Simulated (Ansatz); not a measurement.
# Ruthenium, diamond under revPBE: structure, energy and stiffness

What does revPBE give for ruthenium in the diamond structure? We relax it, solve it on a dense k-mesh, then scale the cell to 7 volumes from 88 to 112 % of the relaxed one and try a fit of the equation of state. Spin polarisation is left out. The k-meshes are 10×10×10 for the relaxation; 16×16×16 for the dense run; 11×11×11 for the volumes.

This is Ru in the diamond structure; at room conditions it is hcp.

Method: DFT revPBE, plane waves (420 eV) with PAW, scalar-relativistic; PBE-made PAW files, in Ansatz 0.2.0.

### 1 The structure to begin with

It takes space group Fd-3m (No. 227, cubic). The conventional cell has a = 5.270 Å, b = 5.270 Å, c = 5.270 Å, α = 90.00°, β = 90.00°, γ = 90.00°. Around Ru (site symmetry -43m) lie 4 Ru at 2.28 Å.

Coordinates:

```cif
data_structure
_symmetry_space_group_name_H-M 'P 1'
_symmetry_Int_Tables_number 1
_cell_length_a 3.7267
_cell_length_b 3.7267
_cell_length_c 3.7267
_cell_angle_alpha 60.000
_cell_angle_beta 60.000
_cell_angle_gamma 60.000
_cell_volume 36.60
loop_
_atom_site_label
_atom_site_type_symbol
_atom_site_fract_x
_atom_site_fract_y
_atom_site_fract_z
_atom_site_occupancy
Ru1 Ru 0.12500 0.12500 0.12500 1
Ru2 Ru 0.87500 0.87500 0.87500 1
```

### 2 Relaxing cell and atoms

input.yaml reads:

```yaml
crystal:
  lattice:
    - [0.0, 2.635171402, 2.635171402]
    - [2.635171402, 0.0, 2.635171402]
    - [2.635171402, 2.635171402, 0.0]
  atoms:
    - { symbol: Ru, position: [0.125, 0.125, 0.125] }
    - { symbol: Ru, position: [0.875, 0.875, 0.875] }
hamiltonian:
  xc: revpbe
  pseudopotentials:
    kind: paw
    azcp:
      Ru: "pseudopotentials/Ru.paw.azcp"
basis:
  ecutwfc: 420
  fft_grid_basis: typed
kpoints:
  mp_grid: { grid: [10, 10, 10], shift: [0, 0, 0] }
magnetization:
  spin_polarized: false
scf:
  occupations: { method: fermi_dirac, width: 0.1 }
relax:
  max_steps: 60
  f_tol: 0.01
  cell: {}
```

The program printed:

```text
Warning: RAYON_NUM_THREADS=2 ignored (pool sized by the plan → 2); use --threads N
Engine: ansatz 0.2.0, aarch64-unknown-linux-gnu
Pseudopotentials: kind: paw
Pseudopotential: Ru, paw, valence charge 16, recommended cutoff 420 eV (normal), <dir>
Functional definition: revPBE
  parameter kappa = 1.245
  parameter beta = 0.06672455060314922
  exchange = pbe_x(kappa = kappa, mu = beta*pi^2/3)
  correlation = pbe_c(beta = beta)
Crystal: 2 atoms, lattice volume = 36.598 Å³
Basis set: ecut = 420 eV, 725 PW (Γ), exchange–correlation on 50×50×50 points (8 copies of the dense FFT grid, shifted against one another)
Bands: 20, of which v1, the nominal top of the filled ones, is band 16 counted from 1 (15 counted from 0)
Symmetry: 48 space group operations
Space group: Fd-3m (ITA 227), of the structure as read, at distance tolerance 3.3e-5 Å
k-points: 47 of 1000
Non-local potential: Ru, projectors of the file, l = 0: 3, l = 1: 2, l = 2: 2, l = 3: 1
PAW form: soft (Blöchl's): semilocal exchange-correlation on the pseudo side does not see the compensation charge
PAW frozen core: Ru, regenerated for the run's functional, and the local potential with it (the file was generated under x = pbe(κ = 0.804, μ = 0.2195149727645171), c = pbe(β = 0.06672455060314922))
PAW one-centre angular grid: Ru, 590 points (default); XC on 64 Gauss nodes
Initial density: superposition of atomic densities (neutral atoms: chi_scale 0, normalization atom), corrected by the library's trained network
Initial wavefunctions: pseudopotential atomic-orbital guess
Functional: x = revpbe(κ = 1.245, μ = 0.2195149727645171), c = pbe(β = 0.06672455060314922)
SCF iter   1: F=—  HF=-11765.232988 eV  |F-HF|=—  |Δ(HF+E_count)|=         —  Δρ=9.84e-3  dr2=3.25e-2  ethr=1.77e-3  ⟨swp⟩=5.2  Hψ=4158  notcnv=0
preconditioner: auto → Kerker (q_TF=auto, 2.668 Å⁻¹)  [metal: Δε(μ)=0.069 eV  Ē_g=5.667 eV  σ=0.100 eV  W_gap=0.17  n_scr=14 (ndim 8)  ℏωp=24.6 eV  f_vac=0.000  D(μ)=1.57/eV (n_scr^D=14)]
SCF iter   2: F=—  HF=-11765.226826 eV  |F-HF|=—  |Δ(HF+E_count)|=   6.16e-3  Δρ=4.62e-3  dr2=7.67e-3  ethr=1.02e-4  ⟨swp⟩=1.4  Hψ=1397  notcnv=0
SCF iter   3: F=—  HF=-11765.224877 eV  |F-HF|=—  |Δ(HF+E_count)|=   1.95e-3  Δρ=7.85e-4  dr2=1.47e-4  ethr=2.40e-5  ⟨swp⟩=2.0  Hψ=1537  notcnv=0
SCF iter   4: F=—  HF=-11765.224921 eV  |F-HF|=—  |Δ(HF+E_count)|=   4.44e-5  Δρ=1.64e-4  dr2=1.18e-5  ethr=4.60e-7  ⟨swp⟩=2.1  Hψ=1452  notcnv=0
SCF iter   5: F=—  HF=-11765.224927 eV  |F-HF|=—  |Δ(HF+E_count)|=   6.09e-6  Δρ=4.67e-5  dr2=6.05e-7  ethr=3.70e-8  ⟨swp⟩=2.0  Hψ=1328  notcnv=0
SCF iter   6: F=-11765.224928 eV  HF=-11765.224928 eV  |F-HF|=4.76e-8  |Δ(HF+E_count)|=   4.21e-7  Δρ=1.35e-5  dr2=6.74e-8  ethr=3.13e-10  ⟨swp⟩=4.0  Hψ=3434  notcnv=0
SCF 1 converged in 6 iterations: F = -11765.224928 eV  dr2 = 6.74e-8
relax step   1: F+E_penalty+E_count = -11765.22492772 eV  Δ(F+E_penalty+E_count) = +0.000e0 eV  max|allowed force component| = 1.388e-17 eV/Å  Δτ_max = 0.0000 Å  P = +23.784 GPa  Ω = 36.598 Å³  (6 SCF iters, dr2 threshold 1.00e-7 eV, accepted)
Crystal: 2 atoms, lattice volume = 42.089 Å³
Basis set: ecut = 420 eV, 869 PW (Γ), exchange–correlation on 50×50×50 points (8 copies of the dense FFT grid, shifted against one another)
Initial density: handed on by an earlier stage of this run
Initial wavefunctions: those handed on with the density
iter 1 solved again at ethr=1.68e-5 eV; its pass at ethr=3.10e-3 eV (dr2=5.38e-3 eV) is discarded
SCF iter   1: F=—  HF=-11765.507732 eV  |F-HF|=—  |Δ(HF+E_count)|=         —  Δρ=7.30e-3  dr2=5.38e-3  ethr=1.68e-5  ⟨swp⟩=2.4  Hψ=5741  notcnv=0
preconditioner: auto → Kerker (q_TF=auto, 2.606 Å⁻¹)  [metal: Δε(μ)=0.006 eV  Ē_g=4.840 eV  σ=0.100 eV  W_gap=0.02  n_scr=14 (ndim 8)  ℏωp=22.9 eV  f_vac=0.004  D(μ)=1.89/eV (n_scr^D=14)]
SCF iter   2: F=—  HF=-11765.510468 eV  |F-HF|=—  |Δ(HF+E_count)|=   2.74e-3  Δρ=4.14e-3  dr2=1.90e-3  ethr=1.68e-5  ⟨swp⟩=1.0  Hψ=940  notcnv=0
SCF iter   3: F=—  HF=-11765.511945 eV  |F-HF|=—  |Δ(HF+E_count)|=   1.48e-3  Δρ=3.59e-4  dr2=2.90e-5  ethr=5.94e-6  ⟨swp⟩=2.4  Hψ=1323  notcnv=0
SCF iter   4: F=—  HF=-11765.511974 eV  |F-HF|=—  |Δ(HF+E_count)|=   2.88e-5  Δρ=4.83e-5  dr2=1.12e-6  ethr=9.07e-8  ⟨swp⟩=2.3  Hψ=1462  notcnv=0
SCF iter   5: F=—  HF=-11765.511975 eV  |F-HF|=—  |Δ(HF+E_count)|=   1.06e-6  Δρ=2.19e-5  dr2=2.75e-7  ethr=3.51e-9  ⟨swp⟩=2.5  Hψ=1622  notcnv=0
SCF iter   6: F=-11765.511975 eV  HF=-11765.511975 eV  |F-HF|=6.41e-9  |Δ(HF+E_count)|=   2.39e-7  Δρ=5.18e-6  dr2=1.31e-8  ethr=6.25e-10  ⟨swp⟩=4.0  Hψ=3033  notcnv=0
SCF 2 converged in 6 iterations: F = -11765.511975 eV  dr2 = 1.31e-8
relax step   2: F+E_penalty+E_count = -11765.51197505 eV  Δ(F+E_penalty+E_count) = -2.870e-1 eV  max|allowed force component| = 1.480e-16 eV/Å  Δτ_max = 0.0000 Å  P = -3.485 GPa  Ω = 42.089 Å³  energy of the carried Pulay correction = -2.530e-3 eV  (6 SCF iters, dr2 threshold 2.00e-7 eV, accepted)
Crystal: 2 atoms, lattice volume = 41.297 Å³
iter 1 solved again at ethr=5.21e-7 eV; its pass at ethr=3.10e-3 eV (dr2=1.67e-4 eV) is discarded
SCF iter   1: F=—  HF=-11765.522715 eV  |F-HF|=—  |Δ(HF+E_count)|=         —  Δρ=1.06e-3  dr2=1.45e-4  ethr=5.21e-7  ⟨swp⟩=2.6  Hψ=5464  notcnv=0
preconditioner: auto → Kerker (q_TF=auto, 2.615 Å⁻¹)  [metal: Δε(μ)=0.010 eV  Ē_g=4.943 eV  σ=0.100 eV  W_gap=0.03  n_scr=14 (ndim 8)  ℏωp=23.1 eV  f_vac=0.000  D(μ)=1.85/eV (n_scr^D=14)]
SCF iter   2: F=—  HF=-11765.522750 eV  |F-HF|=—  |Δ(HF+E_count)|=   3.47e-5  Δρ=5.93e-4  dr2=4.54e-5  ethr=4.54e-7  ⟨swp⟩=1.0  Hψ=940  notcnv=0
SCF iter   3: F=—  HF=-11765.522771 eV  |F-HF|=—  |Δ(HF+E_count)|=   2.08e-5  Δρ=5.66e-5  dr2=7.08e-7  ethr=1.42e-7  ⟨swp⟩=2.3  Hψ=1316  notcnv=0
iter 4 did not close the SCF: its close was put off for the readings that it lacked (scf_convergence_deferred on its scf_iter line)
SCF iter   4: F=-11765.522771 eV  HF=-11765.522771 eV  |F-HF|=6.60e-8  |Δ(HF+E_count)|=   4.99e-7  Δρ=1.63e-5  dr2=4.79e-8  ethr=2.21e-9  ⟨swp⟩=2.0  Hψ=1308  notcnv=0
iter 5 did not close the SCF: its close was put off for the readings that it lacked (scf_convergence_deferred on its scf_iter line)
SCF iter   5: F=-11765.522771 eV  HF=-11765.522771 eV  |F-HF|=2.88e-9  |Δ(HF+E_count)|=   6.98e-8  Δρ=2.37e-6  dr2=1.18e-9  ethr=1.50e-10  ⟨swp⟩=2.0  Hψ=1650  notcnv=0
SCF iter   6: F=-11765.522771 eV  HF=-11765.522771 eV  |F-HF|=6.18e-11  |Δ(HF+E_count)|=   3.12e-9  Δρ=4.66e-7  dr2=6.02e-11  ethr=3.69e-12  ⟨swp⟩=1.9  Hψ=2562  notcnv=0
SCF 3 converged in 6 iterations: F = -11765.522771 eV  dr2 = 6.02e-11
relax step   3: F+E_penalty+E_count = -11765.52277149 eV  Δ(F+E_penalty+E_count) = -1.080e-2 eV  max|allowed force component| = 1.804e-16 eV/Å  Δτ_max = 0.0000 Å  P = -0.698 GPa  Ω = 41.297 Å³  energy of the carried Pulay correction = -2.187e-3 eV  (6 SCF iters, dr2 threshold 2.00e-7 eV, accepted)
Crystal: 2 atoms, lattice volume = 41.104 Å³
Basis set: ecut = 420 eV, 821 PW (Γ), exchange–correlation on 50×50×50 points (8 copies of the dense FFT grid, shifted against one another)
iter 1 solved again at ethr=1.71e-8 eV; its pass at ethr=3.10e-3 eV (dr2=5.46e-6 eV) is discarded
SCF iter   1: F=—  HF=-11765.523254 eV  |F-HF|=—  |Δ(HF+E_count)|=         —  Δρ=2.58e-4  dr2=7.93e-6  ethr=1.71e-8  ⟨swp⟩=3.0  Hψ=5498  notcnv=0
preconditioner: auto → Kerker (q_TF=auto, 2.617 Å⁻¹)  [metal: Δε(μ)=0.012 eV  Ē_g=4.970 eV  σ=0.100 eV  W_gap=0.03  n_scr=14 (ndim 8)  ℏωp=23.2 eV  f_vac=0.000  D(μ)=1.84/eV (n_scr^D=14)]
SCF iter   2: F=—  HF=-11765.523261 eV  |F-HF|=—  |Δ(HF+E_count)|=   7.47e-6  Δρ=1.45e-4  dr2=2.59e-6  ethr=1.71e-8  ⟨swp⟩=1.0  Hψ=940  notcnv=0
iter 3 did not close the SCF: its close was put off for the readings that it lacked (scf_convergence_deferred on its scf_iter line)
SCF iter   3: F=-11765.523262 eV  HF=-11765.523262 eV  |F-HF|=3.05e-8  |Δ(HF+E_count)|=   1.36e-6  Δρ=1.28e-5  dr2=3.00e-8  ethr=8.10e-9  ⟨swp⟩=2.3  Hψ=1311  notcnv=0
iter 4 did not close the SCF: its close was put off for the readings that it lacked (scf_convergence_deferred on its scf_iter line)
SCF iter   4: F=-11765.523262 eV  HF=-11765.523262 eV  |F-HF|=2.43e-9  |Δ(HF+E_count)|=   3.29e-8  Δρ=2.68e-6  dr2=1.56e-9  ethr=9.36e-11  ⟨swp⟩=2.1  Hψ=1373  notcnv=0
iter 5 did not close the SCF: its close was put off for the readings that it lacked (scf_convergence_deferred on its scf_iter line)
SCF iter   5: F=-11765.523262 eV  HF=-11765.523262 eV  |F-HF|=1.44e-10  |Δ(HF+E_count)|=   2.62e-9  Δρ=5.32e-7  dr2=9.09e-11  ethr=4.87e-12  ⟨swp⟩=2.0  Hψ=1310  notcnv=0
SCF iter   6: F=-11765.523262 eV  HF=-11765.523262 eV  |F-HF|=0.00e0  |Δ(HF+E_count)|=  1.69e-10  Δρ=1.11e-7  dr2=6.64e-12  ethr=1.00e-12  ⟨swp⟩=1.7  Hψ=2465  notcnv=0
SCF 4 converged in 6 iterations: F = -11765.523262 eV  dr2 = 6.64e-12
relax step   4: F+E_penalty+E_count = -11765.52326240 eV  Δ(F+E_penalty+E_count) = -4.909e-4 eV  max|allowed force component| = 1.619e-16 eV/Å  Δτ_max = 0.0000 Å  P = +0.030 GPa  Ω = 41.104 Å³  energy of the carried Pulay correction = -2.102e-3 eV  (6 SCF iters, dr2 threshold 2.00e-7 eV, accepted)
Basis set: ecut = 420 eV, 821 PW (Γ), exchange–correlation on 54×54×54 points (8 copies of the dense FFT grid, shifted against one another)
Initial wavefunctions: pseudopotential atomic-orbital guess (no wavefunctions were taken with the density)
iter 1 solved again at ethr=2.51e-7 eV; its pass at ethr=3.10e-3 eV (dr2=8.04e-5 eV) is discarded
SCF iter   1: F=—  HF=-11765.524269 eV  |F-HF|=—  |Δ(HF+E_count)|=         —  Δρ=4.96e-4  dr2=5.10e-6  ethr=2.51e-7  ⟨swp⟩=3.0  Hψ=6475  notcnv=0
SCF iter   2: F=—  HF=-11765.524766 eV  |F-HF|=—  |Δ(HF+E_count)|=   4.97e-4  Δρ=2.55e-4  dr2=1.38e-6  ethr=1.59e-8  ⟨swp⟩=1.0  Hψ=942  notcnv=0
SCF iter   3: F=—  HF=-11765.524939 eV  |F-HF|=—  |Δ(HF+E_count)|=   1.73e-4  Δρ=6.15e-6  dr2=4.47e-9  ethr=4.30e-9  ⟨swp⟩=2.0  Hψ=1699  notcnv=0
SCF iter   4: F=—  HF=-11765.524939 eV  |F-HF|=—  |Δ(HF+E_count)|=   7.42e-9  Δρ=1.30e-6  dr2=6.46e-10  ethr=1.40e-11  ⟨swp⟩=2.2  Hψ=1607  notcnv=0
SCF iter   5: F=—  HF=-11765.524939 eV  |F-HF|=—  |Δ(HF+E_count)|=  1.64e-11  Δρ=5.05e-7  dr2=1.78e-10  ethr=2.02e-12  ⟨swp⟩=1.5  Hψ=1070  notcnv=0
SCF iter   6: F=—  HF=-11765.524939 eV  |F-HF|=—  |Δ(HF+E_count)|=    0.00e0  Δρ=1.80e-7  dr2=2.28e-11  ethr=1.00e-12  ⟨swp⟩=1.0  Hψ=941  notcnv=0
SCF iter   7: F=-11765.524939 eV  HF=-11765.524939 eV  |F-HF|=1.82e-12  |Δ(HF+E_count)|=  1.82e-12  Δρ=3.84e-8  dr2=6.32e-13  ethr=1.00e-12  ⟨swp⟩=5.2  Hψ=4014  notcnv=0
SCF 5 converged in 7 iterations: F = -11765.524939 eV  dr2 = 6.32e-13
relax step   5: F+E_penalty+E_count = -11765.52493884 eV  Δ(F+E_penalty+E_count) = -1.676e-3 eV  max|allowed force component| = 1.619e-16 eV/Å  Δτ_max = 0.0000 Å  P = +0.029 GPa  Ω = 41.104 Å³  stress off target by 2.93e-2 GPa  SCF on the basis re-selected at this cell (its energy is not comparable with the rows above)  (7 SCF iters)
basis re-selected at this cell: Δ(F+E_penalty+E_count) = -1.676e-3 eV, ΔP = -0.001 GPa vs the last step (what re-selecting the basis moved, of the pressure what is left beyond the Pulay correction that the steps carried, after the strain that the cell walked since its last selection, with what the two solves' SCF thresholds leave and, on support functions, any second-order correction that the steps lacked; it is no measure of the basis error at this ecutwfc). The dense FFT grid was sized anew with the basis: this SCF ran on 27×27×27 points, the steps before it on 25×25×25, so part of this shift can come from that change (see relax.cell in the input reference). This SCF's stress stands 2.93e-2 GPa from its target on what of the cell is left free (relax.cell.stress_tol is 5.00e-2 GPa) and its largest allowed force component is 1.62e-16 eV/Å (relax.f_tol is 1.00e-2 eV/Å): within both
SCF converged after 7 iterations
Free energy (F): -11765.524939 eV
Harris-Foulkes:  -11765.524939 eV  (|F-HF|=1.82e-12)
Internal energy: -11765.463371 eV  (E = F + TS)
E sigma→0 (E₀):  -11765.494155 eV
Entropy (-TS):   -0.061568 eV (-30.784 meV/atom)
Fermi energy:    14.001199 eV
--- Per-component energies (eV) ---
  E_band       = -396.854502
  E_kinetic    = 1028.857595
  E_local      = -3898.015743  (includes V_loc(G=0)·N_el)
  E_nonlocal   = 688.961535
  E_hartree    = 1351.613090
  E_xc         = -378.358152
  E_vxc        = -474.038862  (∫ρ·V_xc dr)
  E_paw        = -6933.649603  (= ΣΔE_a)
  E_vpaw       = -445.844851  (= ΣTr[D̂ρ^β])
  E_aug_tail   = -0.000371  (compensation charges beyond the density's cutoff)
  E_ewald      = -3624.727547
  E_core_change = -0.144175  (= ΣΔE_core)
  E_smearing   = -0.061568  (= −TS)
  E_closure    = -0.000000  (closes the sum)
  Σ components = -11765.524939   (vs F -11765.524939, Δ=0.00e0)
--- Forces (eV/Å), atoms counted from 1 ---
  atom   1  Ru    -0.00000000    -0.00000000    -0.00000000
  atom   2  Ru    -0.00000000     0.00000000     0.00000000
  max |Σ_I F_I| component: 7.40e-17 eV/Å
--- Stress (GPa, compression-positive) ---
        0.029269      -0.000000      -0.000000
       -0.000000       0.029269       0.000000
       -0.000000       0.000000       0.029269
  P = ⅓ Tr σ = 0.0293 GPa (0.293 kbar)
--- Relaxed structure (4 steps of the walk, 4 accepted, 1 SCFs on fresh bases) ---
  F+E_penalty+E_count = -11765.52493884 eV   max|allowed force component| = 1.619e-16 eV/Å   (the final SCF, on the basis selected at the relaxed cell)
  cell:  # Å, volume = 41.1037 Å³
    - [2.4903630810777204e-33, 2.739158068814321, 2.739158068814321]
    - [2.739158068814321, 5.9488468484056014e-33, 2.739158068814321]
    - [2.739158068814321, 2.739158068814321, -5.73229353700755e-35]
  atoms:
    - { symbol: Ru, position: [0.12500000000000003, 0.12500000000000003, 0.12500000000000003] }
    - { symbol: Ru, position: [0.875, 0.875, 0.875] }
```

It took 5.3 s on 2 threads of Arm Neoverse V1, shared host; peak memory 0.32 GiB.

The walk, from the log:

| step | energy change (meV/atom) | largest force (eV/Å) | pressure (GPa) | volume (Å³/atom) |
| --- | --- | --- | --- | --- |
| 1 | 0.00 | 0.0000 | 23.78 | 18.299 |
| 2 | -143.52 | 0.0000 | -3.48 | 21.044 |
| 3 | -148.92 | 0.0000 | -0.70 | 20.649 |
| 4 | -149.17 | 0.0000 | 0.03 | 20.552 |
| 5 | -150.01 | 0.0000 | 0.03 | 20.552 |

Steps that repeat a cell are solved on a basis chosen anew, so their changes of energy are no gain of the relaxation.

Changes in the cell that was computed:

|  | before | after | change |
| --- | --- | --- | --- |
| a (Å) | 3.727 | 3.874 | +3.9 % |
| b (Å) | 3.727 | 3.874 | +3.9 % |
| c (Å) | 3.727 | 3.874 | +3.9 % |
| volume (Å³/atom) | 18.299 | 20.552 | +12.3 % |
| shortest distance (Å) | 2.282 | 2.372 | +3.9 % |
| space group (spins left aside) | Fd-3m | Fd-3m | same |

### 3 The energy on a finer k-mesh

input.yaml reads:

```yaml
crystal:
  lattice:
    - [0.0, 2.7391580688, 2.7391580688]
    - [2.7391580688, 0.0, 2.7391580688]
    - [2.7391580688, 2.7391580688, 0.0]
  atoms:
    - { symbol: Ru, position: [0.125, 0.125, 0.125] }
    - { symbol: Ru, position: [0.875, 0.875, 0.875] }
hamiltonian:
  xc: revpbe
  pseudopotentials:
    kind: paw
    azcp:
      Ru: "pseudopotentials/Ru.paw.azcp"
basis:
  ecutwfc: 420
  fft_grid_basis: typed
kpoints:
  mp_grid: { grid: [16, 16, 16], shift: [0, 0, 0] }
magnetization:
  spin_polarized: false
scf:
  occupations: { method: fermi_dirac, width: 0.1 }
```

The program printed, cut to the lines that bear on the results:

```text
Warning: RAYON_NUM_THREADS=2 ignored (pool sized by the plan → 2); use --threads N
[...]
Pseudopotentials: kind: paw
Pseudopotential: Ru, paw, valence charge 16, recommended cutoff 420 eV (normal), <dir>
Functional definition: revPBE
[...]
Crystal: 2 atoms, lattice volume = 41.104 Å³
Basis set: ecut = 420 eV, 821 PW (Γ)
Bands: 20, of which v1, the nominal top of the filled ones, is band 16 counted from 1 (15 counted from 0)
Symmetry: 48 space group operations
Space group: Fd-3m (ITA 227), of the structure as read, at distance tolerance 3.5e-5 Å
k-points: 145 of 4096
[...]
SCF iter   1: F=—  HF=-11765.532334 eV  |F-HF|=—  |Δ(HF+E_count)|=         —  Δρ=1.07e-2  dr2=4.47e-2  ethr=1.77e-3  ⟨swp⟩=5.2  Hψ=12308  notcnv=0
[...]
SCF iter   7: F=-11765.524152 eV  HF=-11765.524152 eV  |F-HF|=1.10e-8  |Δ(HF+E_count)|=   2.82e-7  Δρ=4.30e-6  dr2=4.23e-9  ethr=3.13e-10  ⟨swp⟩=2.1  Hψ=5774  notcnv=0
[...]
SCF converged after 7 iterations
Free energy (F): -11765.524152 eV
[...]
E sigma→0 (E₀):  -11765.492673 eV
Entropy (-TS):   -0.062957 eV (-31.479 meV/atom)
Fermi energy:    13.999421 eV
[...]
```

It took 2.6 s on 2 threads of Arm Neoverse V1, shared host; peak memory 0.35 GiB.

### 4 Volume × 0.88

input.yaml reads:

```yaml
crystal:
  lattice:
    - [0.0, 2.6248912725, 2.6248912725]
    - [2.6248912725, 0.0, 2.6248912725]
    - [2.6248912725, 2.6248912725, 0.0]
  atoms:
    - { symbol: Ru, position: [0.125, 0.125, 0.125] }
    - { symbol: Ru, position: [0.875, 0.875, 0.875] }
hamiltonian:
  xc: revpbe
  pseudopotentials:
    kind: paw
    azcp:
      Ru: "pseudopotentials/Ru.paw.azcp"
basis:
  ecutwfc: 420
  fft_grid_basis: typed
kpoints:
  mp_grid: { grid: [11, 11, 11], shift: [0, 0, 0] }
magnetization:
  spin_polarized: false
scf:
  occupations: { method: fermi_dirac, width: 0.1 }
  lower_state_search: "off"
output:
  stress: true
```

The program printed, cut to the lines that bear on the results:

```text
Warning: RAYON_NUM_THREADS=2 ignored (pool sized by the plan → 2); use --threads N
[...]
Pseudopotentials: kind: paw
Pseudopotential: Ru, paw, valence charge 16, recommended cutoff 420 eV (normal), <dir>
Functional definition: revPBE
[...]
Crystal: 2 atoms, lattice volume = 36.171 Å³
Basis set: ecut = 420 eV, 725 PW (Γ)
Bands: 20, of which v1, the nominal top of the filled ones, is band 16 counted from 1 (15 counted from 0)
Symmetry: 48 space group operations
Space group: Fd-3m (ITA 227), of the structure as read, at distance tolerance 3.3e-5 Å
k-points: 56 of 1331
[...]
SCF iter   1: F=—  HF=-11765.164051 eV  |F-HF|=—  |Δ(HF+E_count)|=         —  Δρ=9.54e-3  dr2=3.04e-2  ethr=1.77e-3  ⟨swp⟩=5.1  Hψ=4944  notcnv=0
[...]
SCF iter   6: F=-11765.155929 eV  HF=-11765.155929 eV  |F-HF|=3.64e-8  |Δ(HF+E_count)|=   3.27e-7  Δρ=1.21e-5  dr2=5.40e-8  ethr=3.13e-10  ⟨swp⟩=4.0  Hψ=4086  notcnv=0
[...]
SCF converged after 6 iterations
Free energy (F): -11765.155929 eV
[...]
E sigma→0 (E₀):  -11765.128601 eV
Entropy (-TS):   -0.054656 eV (-27.328 meV/atom)
Fermi energy:    16.646366 eV
[...]
--- Stress (GPa, compression-positive) ---
       26.932609       0.000000       0.000000
       -0.000000      26.932609       0.000000
       -0.000000       0.000000      26.932609
  P = ⅓ Tr σ = 26.9326 GPa (269.326 kbar)
```

Wall time 1.2 s (2 threads of Arm Neoverse V1, shared host); peak memory 0.3 GiB.

(Part 1 of 2 ends here.)
